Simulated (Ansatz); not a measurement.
Bi2TeSe2 (Skippenite): band structure with LDA

Bi2TeSe2 (Skippenite):

```
CELL_PARAMETERS angstrom
2.09150 1.20753 9.71233
-2.09150 1.20753 9.71233
0.00000 -2.41506 9.71233
ATOMIC_POSITIONS crystal
Bi 0.60194 0.60194 0.60194
Bi 0.39806 0.39806 0.39806
Te 0.00000 0.00000 0.00000
Se 0.78840 0.78840 0.78840
Se 0.21160 0.21160 0.21160
```

* Program: Ansatz 0.2.0
* Task: band structure
* Functional: LDA
* Potentials or basis: Ansatz PAW
* Cutoff: 420 eV (not typed: the program's choice for these potentials)
* k mesh: 7 × 7 × 7
* Occupations: fermi-dirac, width 0.05 eV
* Spin: no spin polarisation
* Path: [["G", "L", "B1"], ["B", "Z", "G", "X"], ["Q", "F", "P1", "Z"], ["L", "P"]]
* Points for each segment of the path: 14

```
Pressure                : 0.4 GPa
Largest force           : 1.780 eV/Å
Band gap on the k mesh  : 0.39 eV, direct
Band gap along the path : 0.39 eV, direct
```

Forces in eV/Å, atoms in the order of the input:
```
Bi   0.000  0.000 -1.780
Bi   0.000  0.000  1.780
Te   0.000  0.000  0.000
Se   0.000  0.000 -0.617
Se   0.000  0.000  0.617
```

Stress tensor (GPa, compression positive):
```
0.40 0.00 0.00
0.00 0.40 0.00
0.00 0.00 0.48
```

Levels at the corners of the path, in eV from the valence-band top:
```tsv
point	band 37	band 38	band 39	band 40	band 41	band 42
Γ	-0.91	-0.91	0.00	0.39	0.98	0.98
L	-2.11	-0.96	-0.47	0.84	1.44	2.71
B1	-1.78	-0.89	-0.63	1.60	1.82	2.54
B	-1.78	-0.89	-0.63	1.60	1.82	2.54
Z	-1.17	-1.17	-0.46	0.91	1.26	1.26
Γ	-0.91	-0.91	0.00	0.39	0.98	0.98
X	-1.61	-1.12	-0.57	1.53	2.20	2.31
Q	-1.61	-1.12	-0.57	1.53	2.20	2.31
F	-1.73	-1.49	-0.88	1.28	1.81	2.05
P1	-1.32	-1.26	-1.09	1.43	1.69	1.87
Z	-1.17	-1.17	-0.46	0.91	1.26	1.26
L	-2.11	-0.96	-0.47	0.84	1.44	2.71
P	-1.32	-1.26	-1.09	1.43	1.69	1.87
```

Run time: 33 s on 2 threads of Arm Neoverse V2, on a shared host, peak memory 0.66 GiB.

Caveat: spin-orbit coupling is left out, which as a rule narrows the gap of such compounds by several tenths of an eV; the PAW data sets come from PBE, with cores solved anew for the run's functional, which leaves a small shift of forces and pressure; forces of over 1 eV/Å show positions far from the minimum, so gaps and moduli don't describe the material at rest.
